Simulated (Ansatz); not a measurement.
# Clamped-ion strain scan in AlRu

Method: DFT PBEsol, scalar-relativistic, plane waves, PAW (Ansatz). Cutoff 420 eV, Γ-centred 16×16×16 k-points, Gaussian smearing of 0.15 eV. No spin polarisation. Energies are free energies at this smearing, counted from the undisturbed cell; pressure is positive in compression.

Reference structure (as given, not relaxed at this level; it stands at -3.2 GPa, and it needn't be the usual structure):

```xyz
2
Lattice="2.9916 0.0000 0.0000 0.0000 2.9916 0.0000 0.0000 0.0000 2.9916" Properties=species:S:1:pos:R:3 pbc="T T T"
Al    0.0000    0.0000    0.0000
Ru    1.4958    1.4958    1.4958
```

The cell is strained by ε times the Voigt pattern (1, 0, 0, 0, 0, 0) (xx, yy, zz, yz, xz, xy; engineering shear) with fractional coordinates fixed. The cell is metallic on the mesh throughout.

| ε | ΔE (meV/atom) | stress summed along the pattern (GPa, tension positive) | pressure (GPa) |
| --- | --- | --- | --- |
| -0.0400 | 12.7 | -11.54 | 6.1 |
| -0.0300 | ? | -7.42 | ? |
| -0.0200 | ? | ? | 1.1 |
| -0.0100 | -1.3 | -0.06 | -1.1 |
| 0.0000 | 0.0 | 3.23 | -3.2 |
| 0.0100 | ? | ? | -5.2 |
| 0.0200 | 10.5 | 9.14 | -7.1 |
| 0.0300 | 19.2 | 11.79 | -8.8 |
| 0.0350 | 24.4 | 13.05 | -9.6 |
| 0.0400 | 30.1 | 14.26 | -10.5 |

Q: Give the withheld values.

A: ΔE (meV/atom) at ε = -0.0300: 4.8; pressure (GPa) at ε = -0.0300: 3.6; ΔE (meV/atom) at ε = -0.0200: 0.2; stress summed along the pattern (GPa, tension positive) at ε = -0.0200: -3.60; ΔE (meV/atom) at ε = 0.0100: 4.0; stress summed along the pattern (GPa, tension positive) at ε = 0.0100: 6.30.